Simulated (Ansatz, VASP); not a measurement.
## One calculation of AlN, two programs

```xyz
4
Lattice="3.1094 0.0000 0.0000 -1.5547 2.6928 0.0000 0.0000 0.0000 4.9785" Properties=species:S:1:pos:R:3 pbc="T T T"
Al    1.5547    0.8976    2.4846
Al    0.0000    1.7952    4.9738
N     1.5547    0.8976    4.3858
N     0.0000    1.7952    1.8965
```

Alike in both runs: functional PBE; dispersion D3(BJ); k mesh 9 × 9 × 6; occupations gaussian, width 0.02 eV; no spin polarisation.

Ansatz relaxed the structure, and its values are those at the end. VASP's run is a single point on that final structure, the one shown.

```csv
,VASP,Ansatz
version,VASP 6.6.1,Ansatz 0.2.0
potentials or method,"VASP PAW PBE potentials, release 64 (Al, N)","scalar-relativistic, plane waves, PAW"
plane-wave cutoff (eV),520,420
valence electrons in the cell,16,16
```

|  | VASP | Ansatz | Ansatz less VASP |
| --- | --- | --- | --- |
| gap on the k mesh at the Fermi level (eV) | 4.22 | 4.21 | -0.011 |
| least direct gap on the mesh (eV) | 4.22 | 4.21 | -0.011 |
| pressure (GPa) | -0.3 | 0.0 | +0.25 |

Ansatz warned: «structure_snapped_to_symmetry».

Caveats: an odd mesh through Γ misses points on the zone boundary, where band edges often lie. As with any semilocal functional, this PBE gap is likely too small.
